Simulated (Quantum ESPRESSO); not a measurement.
InPd in Quantum ESPRESSO: the effect of target pressure

InPd:

```
In Pd
1.0
     3.27188    0.00000    0.00000
     0.00000    3.27188    0.00000
     0.00000    0.00000    3.27188
In Pd
1 1
Cartesian
  0.0000 0.0000 0.0000
  1.6359 1.6359 1.6359
```

The cell comes from a database or a generator and needn't be the stable form of this composition.

Alike in all runs:

```yaml
Program: Quantum ESPRESSO 7.5
Task: phonons
Functional: PBEsol
Potentials_or_basis: GBRV 1.5 PBEsol
Cutoff: 612 eV
Density_cutoff: 4898 eV
k_mesh: 8 × 8 × 8
Occupations: cold, width 0.2 eV
Spin: no spin polarisation
```

Each run relaxes the cell or the atoms first.

**Question.** One run gave: relaxed volume 14.28 Å³/atom; highest phonon frequency 225 cm⁻¹. Which target pressure did it use?
A. 0 GPa
B. 5 GPa
C. 10 GPa
D. 20 GPa
E. 40 GPa

**Answer.** E.

| target pressure | relaxed volume (Å³/atom) | highest phonon frequency (cm⁻¹) |
| --- | --- | --- |
| 0 GPa | 16.99 | 147 |
| 5 GPa | 16.47 | 160 |
| 10 GPa | 16.03 | 172 |
| 20 GPa | 15.32 | 192 |
| 40 GPa | 14.28 | 225 |

Caveats: the mesh is thin for the phonons of a metal; the cell is more than 3 GPa from zero pressure, which shifts response properties (some runs); the volume moved by over 15 % at a fixed basis, so the end points are rough (some runs).
